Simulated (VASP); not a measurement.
# BaS (Fm-3m) in VASP: notebook, part 2 of 2

VASP 6.6.1. Earlier steps stand in the parts before.

**5. Single point, BLYP**

INCAR

```
SYSTEM = BaS
PREC = Accurate
ENCUT = 520
EDIFF = 1E-6
ISMEAR = -1
SIGMA = 0.05
LREAL = .FALSE.
LASPH = .TRUE.
NELM = 80
ALGO = Normal
ISIF = 2
LWAVE = .FALSE.
LCHARG = .FALSE.
GGA = B5
ALDAX = 1.0
AGGAX = 1.0
AGGAC = 1.0
ALDAC = 0.0
NBANDS = 15
```

KPOINTS

```
regular mesh
0
G
  7 7 7
  0 0 0
```

POSCAR

```
BaS
1.0
    0.0000000000      3.1937500000      3.1937500000
    3.1937500000      0.0000000000      3.1937500000
    3.1937500000      3.1937500000      0.0000000000
Ba S
1 1
Direct
    0.0000000000      0.0000000000      0.0000000000
    0.5000000000      0.5000000000      0.5000000000
```

Potentials or basis: VASP PAW PBE potentials, release 64 (Ba_sv, S).

Run with:

```sh
$ cat potpaw_PBE.64/Ba_sv/POTCAR potpaw_PBE.64/S/POTCAR > POTCAR
$ mpirun -np 1 vasp_std > vasp.out
```

OUTCAR:

```text
SYSTEM = BaS
   PREC = Accurate
   ENCUT = 520
   EDIFF = 1E-6
   ISMEAR = -1
   LREAL = .FALSE.
   LASPH = .TRUE.
   NELM = 80
   ISIF = 2
   GGA = B5

 ion  position               nearest neighbor table
   1  0.000  0.000  0.000-   2 3.19   2 3.19   2 3.19   2 3.19   2 3.19   2 3.19
   2  0.500  0.500  0.500-   1 3.19   1 3.19   1 3.19   1 3.19   1 3.19   1 3.19

  LATTYP: Found a face centered cubic cell.
 ALAT       =     6.3875000000

  Lattice vectors:

 A1 = (   0.0000000000,   3.1937500000,   3.1937500000)
 A2 = (   3.1937500000,   0.0000000000,   3.1937500000)
 A3 = (   3.1937500000,   3.1937500000,   0.0000000000)

Analysis of symmetry for initial positions (statically):
=====================================================================
 Subroutine PRICEL returns:
 Original cell was already a primitive cell.

 Routine SETGRP: Setting up the symmetry group for a
 face centered cubic supercell.

 Subroutine GETGRP returns: Found 48 space group operations
 (whereof 48 operations were pure point group operations)
 out of a pool of 48 trial point group operations.

The static configuration has the point symmetry O_h .

Analysis of symmetry for dynamics (positions and initial velocities):
=====================================================================
 Subroutine PRICEL returns:
 Original cell was already a primitive cell.

 Routine SETGRP: Setting up the symmetry group for a
 face centered cubic supercell.

 Subroutine GETGRP returns: Found 48 space group operations
 (whereof 48 operations were pure point group operations)
 out of a pool of 48 trial point group operations.

The dynamic configuration has the point symmetry O_h .

 Subroutine INISYM returns: Found 48 space group operations
 (whereof 48 operations are pure point group operations),
 and found     1 'primitive' translations

----------------------------------------------------------------------------------------

                                     Primitive cell
[... 115 lines left out ...]
   LEPSILON=     F    determine dielectric tensor
   LRPA    =     F    only Hartree local field effects (RPA)
 non-spin polarized calculation
  energy-cutoff  :      520.00
  volume of cell :       65.15
 maximum number of plane-waves:      1807
 NGX is ok and might be reduce to    36
   NGX = 17   NGY = 17   NGZ = 17

 number of electron      16.0000001 magnetization

 Free energy of the ion-electron system (eV)
  ---------------------------------------------------
  ext. energy  EPLUGINS =         0.00000000
  ---------------------------------------------------
  free energy    TOTEN  =        -9.28516148 eV

  energy without entropy =       -9.28516148  energy(sigma->0) =       -9.28516148

 E-fermi :   2.9736     XC(G=0):  -8.1224

 val. band max:        1.8771163597   @ k =   0.0000   0.0000   0.0000
 cond. band min:       4.1270540081   @ k =   0.4286   0.4286   0.0000
 fundamental gap:      2.2499376485
 Fermi energy:         2.9735673984

 k-point     1 :       0.0000    0.0000    0.0000
  band No.  band energies     occupation
      1     -24.2498      2.00000
      2      -9.3347      2.00000
      3      -9.3347      2.00000
      4      -9.3347      2.00000
      5      -8.4734      2.00000
      6       1.8771      2.00000
      7       1.8771      2.00000
      8       1.8771      2.00000
      9       5.6465      0.00000
     10       5.7464      0.00000
     11       5.7464      0.00000
     12       5.7464      0.00000
     13       6.6803      0.00000
     14       6.6803      0.00000
[... 329 lines left out ...]
      2      -9.9446      2.00000
      3      -9.6867      2.00000
      4      -9.5436      2.00000
      5      -7.8332      2.00000
      6       0.7562      2.00000
      7       1.3088      2.00000
      8       1.3863      2.00000
      9       5.8685      0.00000
     10       6.7662      0.00000
     11       8.2730      0.00000
     12       8.9638      0.00000
     13       9.0151      0.00000
     14      11.0529      0.00000
     15      12.1574      0.00000

------------------------ aborting loop because EDIFF is reached ----------------------------------------

  FORCE on cell =-STRESS in cart. coord.  units (eV):
  Direction    XX          YY          ZZ          XY          YZ          ZX
  --------------------------------------------------------------------------------------
  -------------------------------------------------------------------------------------
  Total        1.4927307      1.4927307      1.4927307      0.0000000     -0.0000000      0.0000000
  in kB       36.7078808     36.7078808     36.7078808      0.0000000     -0.0000000      0.0000000
  external PRESSURE =      36.7078808 kB  Pullay stress =       0.0000000 kB

 VOLUME and BASIS-vectors are now :
 -----------------------------------------------------------------------------
  energy-cutoff  :      520.00
  volume of cell :       65.15
      direct lattice vectors                 reciprocal lattice vectors
     0.000000000  3.193750000  3.193750000    -0.156555773  0.156555773  0.156555773
     3.193750000  0.000000000  3.193750000     0.156555773 -0.156555773  0.156555773
     3.193750000  3.193750000  0.000000000     0.156555773  0.156555773 -0.156555773

 POSITION                                       TOTAL-FORCE (eV/Angst)
 -----------------------------------------------------------------------------------
      0.00000      0.00000      0.00000        -0.000000      0.000000      0.000000
      3.19375      3.19375      3.19375         0.000000     -0.000000     -0.000000
 -----------------------------------------------------------------------------------
    total drift:                                0.000000      0.000000      0.000000

  FREE ENERGIE OF THE ION-ELECTRON SYSTEM (eV)
  ---------------------------------------------------
  free  energy   TOTEN  =        -9.2851614824 eV

  energy  without entropy=       -9.2851614824  energy(sigma->0) =       -9.28516148
```

OSZICAR:

```text
N       E                     dE             d eps       ncg     rms          rms(c)
DAV:   1     0.819455170632E+02    0.81946E+02   -0.68275E+03   600   0.928E+02
DAV:   2    -0.532392686440E+01   -0.87269E+02   -0.78640E+02   834   0.169E+02
DAV:   3    -0.987547611070E+01   -0.45515E+01   -0.45173E+01   807   0.408E+01
DAV:   4    -0.995732997993E+01   -0.81854E-01   -0.81834E-01   754   0.545E+00
DAV:   5    -0.995948394147E+01   -0.21540E-02   -0.21539E-02   828   0.704E-01    0.486E+00
DAV:   6    -0.927347601707E+01    0.68601E+00   -0.10049E+00   691   0.593E+00    0.327E+00
DAV:   7    -0.927451836905E+01   -0.10424E-02   -0.24984E-01   741   0.281E+00    0.254E+00
DAV:   8    -0.928228400295E+01   -0.77656E-02   -0.19895E-02   663   0.991E-01    0.738E-01
DAV:   9    -0.928463017934E+01   -0.23462E-02   -0.43766E-03   670   0.556E-01    0.151E-01
DAV:  10    -0.928504071176E+01   -0.41053E-03   -0.27493E-04   740   0.137E-01    0.876E-02
DAV:  11    -0.928516128218E+01   -0.12057E-03   -0.13659E-04   663   0.849E-02    0.150E-02
DAV:  12    -0.928516119681E+01    0.85375E-07   -0.10304E-05   790   0.183E-02    0.611E-03
DAV:  13    -0.928516148243E+01   -0.28563E-06   -0.16978E-06   662   0.900E-03
   1 F= -.92851615E+01 E0= -.92851615E+01  d E =-.176763E-10
```

stdout:

```text
POSCAR found type information on POSCAR BaS
 POSCAR found :  2 types and       2 ions
 scaLAPACK will be used
 -----------------------------------------------------------------------------
|                                                                             |
|                                                                             |
|     You enforced a specific xc type in the INCAR file but a different       |
|     I HOPE YOU KNOW WHAT YOU ARE DOING!                                     |
|                                                                             |
 -----------------------------------------------------------------------------

 LDA part: xc-table for (Slater(with rela. corr.)+VWN5), standard interpolation
 POSCAR, INCAR and KPOINTS ok, starting setup
 FFT: planning ... GRIDC
 FFT: planning ... GRID_SOFT
 FFT: planning ... GRID
 WAVECAR not read
 entering main loop
```

Run time: 19 s. Hardware: 1 thread of Intel Xeon 6975P-C (Granite Rapids), shared host; peak memory 0.2 GiB.

Results:

```
Free energy            : -9.2852 eV
Pressure               : 3.7 GPa
Band gap on the k mesh : 2.25 eV, indirect (least direct gap 2.39 eV)
```

Caveat: the PAW data sets were made with another functional, which shifts forces and pressure a little; spin-orbit coupling is left out, which moves the levels of the heavy elements. BLYP gaps usually lie below the measured ones, often by a third to a half.

**6. Single point, PBE**

INCAR

```
PREC = Accurate
ENCUT = 520
EDIFF = 1E-6
ISMEAR = 0
SIGMA = 0.02
LREAL = False
LASPH = True
NELM = 100
ALGO = Normal
ISIF = 2
LWAVE = False
LCHARG = True
GGA = PE
LELF = True
LVHAR = True
NBANDS = 15
```

KPOINTS

```
regular mesh
0
Gamma
  7 7 7
```

POSCAR is that of step 5.

Potentials or basis: VASP PAW PBE potentials, release 64 (Ba_sv, S).

Run with:

```sh
$ cat potpaw_PBE.64/Ba_sv/POTCAR potpaw_PBE.64/S/POTCAR > POTCAR
$ mpirun -np 1 vasp_std > vasp.out
```

OUTCAR:

```text
PREC = Accurate
   ENCUT = 520
   EDIFF = 1E-6
   ISMEAR = 0
   LREAL = False
   LASPH = True
   NELM = 100
   ISIF = 2
   GGA = PE

 ion  position               nearest neighbor table
   1  0.000  0.000  0.000-   2 3.19   2 3.19   2 3.19   2 3.19   2 3.19   2 3.19
   2  0.500  0.500  0.500-   1 3.19   1 3.19   1 3.19   1 3.19   1 3.19   1 3.19

  LATTYP: Found a face centered cubic cell.
 ALAT       =     6.3875000000

  Lattice vectors:

 A1 = (   0.0000000000,   3.1937500000,   3.1937500000)
 A2 = (   3.1937500000,   0.0000000000,   3.1937500000)
 A3 = (   3.1937500000,   3.1937500000,   0.0000000000)

Analysis of symmetry for initial positions (statically):
=====================================================================
 Subroutine PRICEL returns:
 Original cell was already a primitive cell.

 Routine SETGRP: Setting up the symmetry group for a
 face centered cubic supercell.

 Subroutine GETGRP returns: Found 48 space group operations
 (whereof 48 operations were pure point group operations)
 out of a pool of 48 trial point group operations.

The static configuration has the point symmetry O_h .

Analysis of symmetry for dynamics (positions and initial velocities):
[... 171 lines left out ...]
      8       1.4538      2.00000
      9       5.0535      0.00000
     10       5.3225      0.00000
     11       5.3225      0.00000
     12       5.3225      0.00000
     13       6.2482      0.00000
     14       6.2482      0.00000
[... 329 lines left out ...]
      2     -10.3132      2.00000
      3     -10.0371      2.00000
      4      -9.8909      2.00000
      5      -8.2358      2.00000
      6       0.3128      2.00000
      7       0.8650      2.00000
      8       0.9348      2.00000
      9       5.3864      0.00000
     10       6.2993      0.00000
     11       7.8671      0.00000
     12       8.5366      0.00000
     13       8.6793      0.00000
     14      10.6185      0.00000
     15      11.6462      0.00000

------------------------ aborting loop because EDIFF is reached ----------------------------------------

  FORCE on cell =-STRESS in cart. coord.  units (eV):
  Direction    XX          YY          ZZ          XY          YZ          ZX
  --------------------------------------------------------------------------------------
  -------------------------------------------------------------------------------------
  Total        0.5801922      0.5801922      0.5801922      0.0000000      0.0000000     -0.0000000
  in kB       14.2675610     14.2675610     14.2675610      0.0000000      0.0000000     -0.0000000
  external PRESSURE =      14.2675610 kB  Pullay stress =       0.0000000 kB

 VOLUME and BASIS-vectors are now :
 -----------------------------------------------------------------------------
  energy-cutoff  :      520.00
  volume of cell :       65.15
      direct lattice vectors                 reciprocal lattice vectors
     0.000000000  3.193750000  3.193750000    -0.156555773  0.156555773  0.156555773
     3.193750000  0.000000000  3.193750000     0.156555773 -0.156555773  0.156555773
     3.193750000  3.193750000  0.000000000     0.156555773  0.156555773 -0.156555773

 POSITION                                       TOTAL-FORCE (eV/Angst)
 -----------------------------------------------------------------------------------
      0.00000      0.00000      0.00000        -0.000000      0.000000     -0.000000
      3.19375      3.19375      3.19375         0.000000     -0.000000      0.000000
 -----------------------------------------------------------------------------------
    total drift:                                0.000000      0.000000      0.000000

  FREE ENERGIE OF THE ION-ELECTRON SYSTEM (eV)
  ---------------------------------------------------
  free  energy   TOTEN  =       -10.1847207445 eV

  energy  without entropy=      -10.1847207445  energy(sigma->0) =      -10.18472074
```

Wall time 11 s (1 thread of Intel Xeon 6975P-C (Granite Rapids), shared host); peak memory 0.2 GiB.

Results:

- Free energy: -10.1847 eV
- Pressure: 1.4 GPa
- Band gap on the k mesh: 2.17 eV, indirect (least direct gap 2.31 eV)

Levels at points of the mesh, in eV from the valence-band top:
```
           k point  band 5  band 6  band 7  band 8  band 9  band 10  band 11  band 12
(0.00, 0.00, 0.00)  -10.36    0.00    0.00    0.00    3.60     3.87     3.87     3.87
```

Caveat: spin-orbit coupling is left out, which moves the levels of the heavy elements.

**7. The runs side by side**

| task | level | cell | k mesh | cutoff (eV) | smearing | gap on the mesh (eV) | pressure (GPa) |
| --- | --- | --- | --- | --- | --- | --- | --- |
| relaxation of cell and atoms | BLYP | relaxed | 7 × 7 × 7 | 600 | fermi-dirac 0.05 eV | 2.35 | 0.0 |
| single point | PBE | as given | 6 × 6 × 6 | 520 | fermi-dirac 0.05 eV | 2.11 | 1.4 |
| single point | PBE | as given | 7 × 7 × 7 | 520 | gaussian 0.014 eV | 2.17 | 1.4 |
| single point | BLYP | as given | 7 × 7 × 7 | 520 | fermi-dirac 0.05 eV | 2.25 | 3.7 |
| single point | PBE | as given | 7 × 7 × 7 | 520 | gaussian 0.02 eV | 2.17 | 1.4 |

Alike in all rows: potentials or basis VASP PAW PBE potentials, release 64 (Ba_sv, S); no spin polarisation.

On the cell as given the gap runs from 2.11 eV (PBE) to 2.25 eV (BLYP); the meshes differ, which moves gaps too. The pressure there spans 1.4 GPa (PBE) to 3.7 GPa (BLYP); a positive pressure means that this level wants a larger cell, a negative one a smaller.

Caveats: spin-orbit coupling is left out, which moves the levels of the heavy elements; the PAW data sets were made with another functional, which shifts forces and pressure a little (some runs).

Absolute energies hang on the potentials; compare differences alone.

**8. How close it comes**

Step 3. Against the measured gap of BaS, 3.806 eV (indirect; 2 K; a printed reference work, monograph, original work of 1988), the calculated 2.11 eV is off by -1.70 eV. Spin-orbit coupling on Ba is left out. The value is that of PBE on a finite k mesh, which can miss the band edges, without temperature or zero-point motion. Semilocal functionals fall short of measured gaps as a rule.

Step 4. Against the measured gap of BaS, 3.806 eV (indirect; 2 K; a printed reference work, monograph, original work of 1988), the calculated 2.17 eV is off by -1.64 eV. Spin-orbit coupling on Ba is left out. The value is that of PBE on a finite k mesh, which can miss the band edges, without temperature or zero-point motion. Semilocal functionals fall short of measured gaps as a rule.

Step 6. A measured gap of BaS is 3.806 eV (indirect; 2 K; a printed reference work, monograph, original work of 1988); the calculated 2.17 eV misses it by -1.64 eV. Spin-orbit coupling on Ba is left out. The value is that of PBE on a finite k mesh, which can miss the band edges, without temperature or zero-point motion. Semilocal functionals fall short of measured gaps as a rule.
